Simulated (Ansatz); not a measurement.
# Al2Pt (Fm-3m) in Ansatz: a series of runs

The runs below take Al2Pt through single point, equation of state, with r2SCAN.

Everything below comes from runs of Ansatz 0.2.0. Logs are shortened: lines on timing, memory, paths and dates and some standing lists are left out, and cuts for length are marked.

## 1. The crystal as given

It takes space group Fm-3m (No. 225, cubic). The conventional cell has a = 5.910 Å, b = 5.910 Å, c = 5.910 Å, α = 90.00°, β = 90.00°, γ = 90.00°. Around Pt (site symmetry m-3m) lie 8 Al at 2.56 Å. Al (site symmetry -43m) has 4 Pt at 2.56 Å as nearest neighbours.

## 2. Single point, r2SCAN, 16.17 Å³/atom (volume scaled by 0.94)

input.yaml reads:

```yaml
crystal:
  lattice:
    - [0.0, 2.8946769513, 2.8946769513]
    - [2.8946769513, 0.0, 2.8946769513]
    - [2.8946769513, 2.8946769513, 0.0]
  atoms:
    - { symbol: Pt, position: [0.0, 0.0, 0.0] }
    - { symbol: Al, position: [0.75, 0.75, 0.75] }
    - { symbol: Al, position: [0.25, 0.25, 0.25] }
hamiltonian:
  xc: r2scan
  pseudopotentials: { kind: paw }
kpoints:
  mp_grid: { grid: [8, 8, 8] }
scf:
  occupations: { method: fermi_dirac, width: 0.05 }
output:
  forces: true
  stress: true
  eigenvalues: true
```

Potentials or basis: Ansatz PAW.

Command:

```bash
$ ansatz run input.yaml --threads 2 --pin off --max-ram 5632MiB --backend cpu --events-out ev --progress --plain --runs-dir out
```

What it wrote:

```text
Warning: RAYON_NUM_THREADS=2 ignored (pool sized by the plan → 2); use --threads N
Engine: ansatz 0.2.0, x86_64-unknown-linux-gnu
Pseudopotentials: kind: paw
Pseudopotential: Pt, paw, valence charge 18, recommended cutoff 500 eV (meta_gga), Pt.paw.azcp
Pseudopotential: Al, paw, valence charge 3, recommended cutoff 500 eV (meta_gga), Al.paw.azcp
Functional definition: r2SCAN
  parameter k0 = 0.174
  parameter k1 = 0.065
  parameter a1 = 4.9479
  exchange = r2scan_x(k0 = k0, k1 = k1, a1 = a1)
  correlation = r2scan_c
Crystal: 3 atoms, lattice volume = 48.510 Å³
Basis set: ecut = 500 eV, 1243 PW (Γ), exchange–correlation on 120×120×120 points (64 copies of the dense FFT grid, shifted against one another)
Bands: 16, of which v1, the nominal top of the filled ones, is band 12 counted from 1 (11 counted from 0)
Symmetry: 48 space group operations
Space group: Fm-3m (ITA 225), of the structure as read, at distance tolerance 3.6e-5 Å
k-points: 29 of 512
Non-local potential: Pt, projectors of the file, l = 0: 3, l = 1: 2, l = 2: 2, l = 3: 1
Non-local potential: Al, projectors of the file, l = 0: 2, l = 1: 2, l = 2: 1
PAW form: soft (Blöchl's): semilocal exchange-correlation on the pseudo side does not see the compensation charge
PAW frozen core: Pt, regenerated for the run's functional (the file was generated under x = pbe(κ = 0.804, μ = 0.2195149727645171), c = pbe(β = 0.06672455060314922))
PAW frozen core: Al, regenerated for the run's functional (the file was generated under x = pbe(κ = 0.804, μ = 0.2195149727645171), c = pbe(β = 0.06672455060314922))
PAW one-centre angular grid: Pt, 590 points (default); XC on 160 Gauss nodes
PAW one-centre angular grid: Al, 302 points (default); XC on 160 Gauss nodes
Initial density: superposition of atomic densities (neutral atoms: chi_scale 0, normalization atom), corrected by the library's trained network
Initial wavefunctions: pseudopotential atomic-orbital guess
Functional: x = r2scan, c = r2scan; τ floored in thin density (d = 2e-4 eV/Å³)
SCF iter   1: F=—  HF=-13620.379867 eV  |F-HF|=—  |Δ(HF+E_count)|=         —  Δρ=8.44e-3  dr2=5.14e-2  dr2_τ=5.01e-2  ethr=1.77e-3  ⟨swp⟩=6.0  Hψ=2561  notcnv=0
preconditioner: auto → Kerker (q_TF=auto, 2.426 Å⁻¹)  [metal: Δε(μ)=0.105 eV  Ē_g=9.417 eV  σ=0.050 eV  W_gap=0.48  n_scr=14 (ndim 8)  ℏωp=21.3 eV  f_vac=0.000  D(μ)=1.23/eV (n_scr^D=8)]
SCF iter   2: F=—  HF=-13620.412641 eV  |F-HF|=—  |Δ(HF+E_count)|=   3.28e-2  Δρ=2.99e-3  dr2=4.79e-3  dr2_τ=1.73e-3  ethr=2.14e-4  ⟨swp⟩=2.3  Hψ=998  notcnv=0  defer=10
SCF iter   3: F=—  HF=-13620.413244 eV  |F-HF|=—  |Δ(HF+E_count)|=   6.03e-4  Δρ=1.70e-3  dr2=1.28e-3  dr2_τ=2.83e-5  ethr=1.99e-5  ⟨swp⟩=2.0  Hψ=655  notcnv=0  defer=10
SCF iter   4: F=—  HF=-13620.413230 eV  |F-HF|=—  |Δ(HF+E_count)|=   1.43e-5  Δρ=3.30e-4  dr2=6.52e-5  dr2_τ=2.65e-6  ethr=5.34e-6  ⟨swp⟩=2.0  Hψ=767  notcnv=0  defer=10
SCF iter   5: F=—  HF=-13620.413242 eV  |F-HF|=—  |Δ(HF+E_count)|=   1.23e-5  Δρ=7.68e-5  dr2=3.33e-6  dr2_τ=3.08e-7  ethr=2.72e-7  ⟨swp⟩=2.1  Hψ=676  notcnv=0  defer=10
SCF iter   6: F=—  HF=-13620.413242 eV  |F-HF|=—  |Δ(HF+E_count)|=   3.82e-7  Δρ=2.97e-5  dr2=7.67e-7  dr2_τ=2.05e-8  ethr=1.39e-8  ⟨swp⟩=2.0  Hψ=731  notcnv=0  defer=10
SCF iter   7: F=-13620.413242 eV  HF=-13620.413242 eV  |F-HF|=3.55e-8  |Δ(HF+E_count)|=   1.08e-8  Δρ=8.39e-6  dr2=6.86e-8  dr2_τ=7.24e-9  ethr=4.17e-10  ⟨swp⟩=4.0  Hψ=1955  notcnv=0
SCF 1 converged in 7 iterations: F = -13620.413242 eV  dr2 = 6.86e-8
SCF converged after 7 iterations
Free energy (F): -13620.413242 eV
Harris-Foulkes:  -13620.413242 eV  (|F-HF|=3.55e-8)
Internal energy: -13620.401565 eV  (E = F + TS)
E sigma→0 (E₀):  -13620.407403 eV
Entropy (-TS):   -0.011677 eV (-3.892 meV/atom)
Fermi energy:    12.258801 eV
--- Per-component energies (eV) ---
  E_band       = -312.410178
  E_kinetic    = 691.870229
  E_local      = -2637.338058  (includes V_loc(G=0)·N_el)
  E_nonlocal   = 218.313529
  E_hartree    = 1051.269748
  E_xc         = -327.875026
  E_vxc        = -407.205305  (∫ρ·V_xc dr)
  E_paw        = -10426.434241  (= ΣΔE_a)
  E_vpaw       = -305.842780  (= ΣTr[D̂ρ^β])
  E_aug_tail   = 0.000147  (compensation charges beyond the density's cutoff)
  E_vtau       = 25.267481  (kinetic-family band-sum trace: ∫τ·v_τ [+ j·A + Jᵃ·Aᵃ] dr)
  E_ewald      = -2189.856184
  E_core_change = -0.351711  (= ΣΔE_core)
  E_smearing   = -0.011677  (= −TS)
  E_closure    = -0.000000  (closes the sum)
  Σ components = -13620.413242   (vs F -13620.413242, Δ=0.00e0)
--- Forces (eV/Å), atoms counted from 1 ---
  atom   1  Pt     0.00000000    -0.00000000     0.00000000
  atom   2  Al    -0.00000000    -0.00000000    -0.00000000
  atom   3  Al    -0.00000000     0.00000000    -0.00000000
  max |Σ_I F_I| component: 1.85e-17 eV/Å
--- Stress (GPa, compression-positive) ---
        9.492688      -0.000000       0.000000
       -0.000000       9.492688      -0.000000
       -0.000000      -0.000000       9.492688
  P = ⅓ Tr σ = 9.4927 GPa (94.927 kbar)
--- Band table (eV; the first three rows and the last of 29) ---
  k-point 0: bands = ["-88.8898", "-42.5298", "-42.5298", "-42.5298", "1.0687", "6.5799", "6.5799", "6.5799", "8.0652", "8.0652", "16.2985", "16.2985", "16.2985", "16.4572", "18.4265", "18.4265"]
  k-point 1: bands = ["-88.8898", "-42.5304", "-42.5299", "-42.5299", "1.3065", "6.4647", "6.6593", "6.6593", "8.0410", "8.0410", "14.1165", "15.7767", "15.7767", "16.6845", "18.9530", "18.9530"]
  k-point 2: bands = ["-88.8897", "-42.5319", "-42.5301", "-42.5301", "1.9892", "6.1932", "6.8231", "6.8231", "8.0542", "8.0542", "11.3364", "14.7260", "14.7260", "16.9961", "18.4167", "18.4167"]
  k-point 28: bands = ["-88.8897", "-42.5327", "-42.5327", "-42.5313", "5.7170", "5.7170", "6.2648", "6.5263", "8.0363", "8.6032", "9.2134", "9.2134", "11.3092", "18.1778", "18.1778", "19.0248"]
```

Wall time 1.5 s (2 threads of AMD EPYC 7R13 (Zen 3), shared host); peak memory 0.48 GiB.

Results:

```
Free energy            : -13620.4132 eV
Pressure               : 9.5 GPa
Band gap on the k mesh : none (metal or under the smearing width)
```

Caveat: the PAW data sets come from PBE, with cores solved anew for the run's functional, which leaves a small shift of forces and pressure.

## 3. Single point, r2SCAN, 16.51 Å³/atom (volume scaled by 0.96)

input.yaml: that of step 2 with these lines changed.

```diff
@@ -2,5 +2,5 @@
   lattice:
-    - [0.0, 2.8946769513, 2.8946769513]
-    - [2.8946769513, 0.0, 2.8946769513]
-    - [2.8946769513, 2.8946769513, 0.0]
+    - [0.0, 2.9150626719, 2.9150626719]
+    - [2.9150626719, 0.0, 2.9150626719]
+    - [2.9150626719, 2.9150626719, 0.0]
   atoms:
```

Potentials or basis: Ansatz PAW.

Command:

```bash
$ ansatz run input.yaml --threads 2 --pin off --max-ram 5632MiB --backend cpu --events-out ev --progress --plain --runs-dir out
```

Run time: 1.5 s. Hardware: 2 threads of AMD EPYC 7R13 (Zen 3), shared host; peak memory 0.5 GiB.

Results (log left out):

```yaml
Free_energy: -13620.4624 eV
Pressure: 5.8 GPa
Band_gap_on_the_k_mesh: none (metal or under the smearing width)
```

Caveat: the PAW data sets come from PBE, with cores solved anew for the run's functional, which leaves a small shift of forces and pressure.

## 4. Single point, r2SCAN, 16.86 Å³/atom (volume scaled by 0.98)

input.yaml: that of step 3 with these lines changed.

```diff
@@ -2,5 +2,5 @@
   lattice:
-    - [0.0, 2.9150626719, 2.9150626719]
-    - [2.9150626719, 0.0, 2.9150626719]
-    - [2.9150626719, 2.9150626719, 0.0]
+    - [0.0, 2.9351671877, 2.9351671877]
+    - [2.9351671877, 0.0, 2.9351671877]
+    - [2.9351671877, 2.9351671877, 0.0]
   atoms:
@@ -20 +20,5 @@
   eigenvalues: true
+  write_density: true
+  write_potential: true
+  elf: true
+  volumetric_format: npy
```

Command:

```bash
$ ansatz run input.yaml --threads 2 --pin off --max-ram 5632MiB --backend cpu --events-out ev --progress --plain --runs-dir out
```

Run time: 1.8 s. Hardware: 2 threads of AMD EPYC 7R13 (Zen 3), shared host; peak memory 0.52 GiB.

Results (log left out):

- Free energy: -13620.4892 eV
- Pressure: 2.5 GPa
- Band gap on the k mesh: none (metal or under the smearing width)

Caveat: the PAW data sets come from PBE, with cores solved anew for the run's functional, which leaves a small shift of forces and pressure.

## 5. Single point, r2SCAN, 17.20 Å³/atom

input.yaml: that of step 4 with these lines changed.

```diff
@@ -2,5 +2,5 @@
   lattice:
-    - [0.0, 2.9351671877, 2.9351671877]
-    - [2.9351671877, 0.0, 2.9351671877]
-    - [2.9351671877, 2.9351671877, 0.0]
+    - [0.0, 2.955, 2.955]
+    - [2.955, 0.0, 2.955]
+    - [2.955, 2.955, 0.0]
   atoms:
@@ -20,5 +20 @@
   eigenvalues: true
-  write_density: true
-  write_potential: true
-  elf: true
-  volumetric_format: npy
```

Command:

```bash
$ ansatz run input.yaml --threads 2 --pin off --max-ram 5632MiB --backend cpu --events-out ev --progress --plain --runs-dir out
```

Wall time 1.6 s (2 threads of AMD EPYC 7R13 (Zen 3), shared host); peak memory 0.51 GiB.

Results (log left out):

```
Free energy            : -13620.4958 eV
Pressure               : -0.4 GPa
Band gap on the k mesh : none (metal or under the smearing width)
```

Caveat: the PAW data sets come from PBE, with cores solved anew for the run's functional, which leaves a small shift of forces and pressure.

## 6. Single point, r2SCAN, 17.55 Å³/atom (volume scaled by 1.02)

input.yaml: that of step 5 with these lines changed.

```diff
@@ -2,5 +2,5 @@
   lattice:
-    - [0.0, 2.955, 2.955]
-    - [2.955, 0.0, 2.955]
-    - [2.955, 2.955, 0.0]
+    - [0.0, 2.9745701068, 2.9745701068]
+    - [2.9745701068, 0.0, 2.9745701068]
+    - [2.9745701068, 2.9745701068, 0.0]
   atoms:
```

Potentials or basis: Ansatz PAW.

Command:

```bash
$ ansatz run input.yaml --threads 2 --pin off --max-ram 5632MiB --backend cpu --events-out ev --progress --plain --runs-dir out
```

Run time: 1.9 s. Hardware: 2 threads of AMD EPYC 7R13 (Zen 3), shared host; peak memory 0.52 GiB.

It converged, with:

* Free energy: -13620.4845 eV
* Pressure: -3.1 GPa
* Band gap on the k mesh: none (metal or under the smearing width)

Caveat: the PAW data sets come from PBE, with cores solved anew for the run's functional, which leaves a small shift of forces and pressure.

## 7. Single point, r2SCAN, 17.89 Å³/atom (volume scaled by 1.04)

input.yaml: that of step 6 with these lines changed.

```diff
@@ -2,5 +2,5 @@
   lattice:
-    - [0.0, 2.9745701068, 2.9745701068]
-    - [2.9745701068, 0.0, 2.9745701068]
-    - [2.9745701068, 2.9745701068, 0.0]
+    - [0.0, 2.9938860383, 2.9938860383]
+    - [2.9938860383, 0.0, 2.9938860383]
+    - [2.9938860383, 2.9938860383, 0.0]
   atoms:
```

Command:

```bash
$ ansatz run input.yaml --threads 2 --pin off --max-ram 5632MiB --backend cpu --events-out ev --progress --plain --runs-dir out
```

It took 1.8 s on 2 threads of AMD EPYC 7R13 (Zen 3), shared host; peak memory 0.52 GiB.

Results (log left out):

| Property | Result |
| --- | --- |
| Free energy | -13620.4570 eV |
| Pressure | -5.4 GPa |
| Band gap on the k mesh | none (metal or under the smearing width) |

Caveat: the PAW data sets come from PBE, with cores solved anew for the run's functional, which leaves a small shift of forces and pressure.

## 8. Single point, r2SCAN, 18.23 Å³/atom (volume scaled by 1.06)

input.yaml: that of step 7 with these lines changed.

```diff
@@ -2,5 +2,5 @@
   lattice:
-    - [0.0, 2.9938860383, 2.9938860383]
-    - [2.9938860383, 0.0, 2.9938860383]
-    - [2.9938860383, 2.9938860383, 0.0]
+    - [0.0, 3.0129558903, 3.0129558903]
+    - [3.0129558903, 0.0, 3.0129558903]
+    - [3.0129558903, 3.0129558903, 0.0]
   atoms:
```

Command:

```bash
$ ansatz run input.yaml --threads 2 --pin off --max-ram 5632MiB --backend cpu --events-out ev --progress --plain --runs-dir out
```

Wall time 1.9 s (2 threads of AMD EPYC 7R13 (Zen 3), shared host); peak memory 0.5 GiB.

The run converged. Its results:

```yaml
Free_energy: -13620.4150 eV
Pressure: -7.6 GPa
Band_gap_on_the_k_mesh: none (metal or under the smearing width)
```

Caveat: the PAW data sets come from PBE, with cores solved anew for the run's functional, which leaves a small shift of forces and pressure.

## 9. Equation of state, r2SCAN

Potentials or basis: Ansatz PAW.

This step only gathers the single runs of the series.

What came out:

| Quantity | Value |
| --- | --- |
| Equilibrium volume | 17.15 Å³/atom |
| Bulk modulus | 141 GPa |
| Pressure derivative of the bulk modulus | 4.4 |

Energy against volume, from the lowest point:
```tsv
volume (Å³/atom)	energy (meV/atom)
16.170	27.53
16.514	11.16
16.858	2.23
17.202	0.00
17.546	3.78
17.890	12.94
18.234	26.93
```

Caveat: the PAW data sets were made with another functional, which shifts forces and pressure a little.
